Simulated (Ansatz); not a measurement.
# CoPtO2: the cost of one run

Program: Ansatz 0.2.0. Level of theory: DFT PBE, scalar-relativistic, plane waves, PAW. These are calculated values, not measurements.

### Step 1. Starting point

It takes space group R-3m (No. 166, trigonal). The conventional cell has a = 2.855 Å, b = 2.855 Å, c = 17.883 Å, α = 90.00°, β = 90.00°, γ = 120.00°. Co (site symmetry -3m) is surrounded by 6 O at 1.91 Å. Around Pt (site symmetry -3m) lie 2 O at 2.01 Å. O (site symmetry 3m) is surrounded by 3 Co at 1.91 Å and 1 Pt at 2.01 Å.

Coordinates:

```cif
data_structure
_symmetry_space_group_name_H-M 'P 1'
_symmetry_Int_Tables_number 1
_cell_length_a 6.1848
_cell_length_b 6.1848
_cell_length_c 6.1848
_cell_angle_alpha 26.687
_cell_angle_beta 26.687
_cell_angle_gamma 26.687
_cell_volume 42.07
loop_
_atom_site_label
_atom_site_type_symbol
_atom_site_fract_x
_atom_site_fract_y
_atom_site_fract_z
_atom_site_occupancy
Co1 Co 0.50000 0.50000 0.50000 1
Pt1 Pt 0.00000 0.00000 0.00000 1
O1 O 0.88765 0.88765 0.88765 1
O2 O 0.11235 0.11235 0.11235 1
```

It goes back to an entry of the Materials Project.

It is the result of an earlier relaxation at this level (volume 10.52 Å³/atom; gap on the mesh: none (metal)).

### Step 2. The cell as listed, for comparison

File input.yaml:

```yaml
crystal:
  lattice:
    - [1.4122699173, 0.8153744169, 5.9393891094]
    - [-1.4122699173, 0.8153744169, 5.9393891094]
    - [0.0, -1.6307488338, 5.9393891094]
  atoms:
    - { symbol: Co, position: [0.5, 0.5, 0.5] }
    - { symbol: Pt, position: [0.0, 0.0, 0.0] }
    - { symbol: O, position: [0.88775597, 0.88775597, 0.88775597] }
    - { symbol: O, position: [0.11224403, 0.11224403, 0.11224403] }
basis:
  ecutwfc: 420
kpoints:
  mp_grid: { grid: [18, 18, 18] }
hamiltonian:
  xc: pbe
scf:
  occupations: { method: gaussian, width: 0.1 }
output:
  forces: true
  stress: true
  eigenvalues: true
  populations: true
```

On the command line:

```console
ansatz run input.yaml --threads 1 --pin off --max-ram 2560MiB --backend cpu --events-out ev --progress --plain --runs-dir out
```

Q: Estimate wall time and peak memory on 1 thread of Intel Xeon Platinum 8375C at 2.90GHz (Ice Lake), shared host.

About 38 s, with a peak of 0.76 GiB.
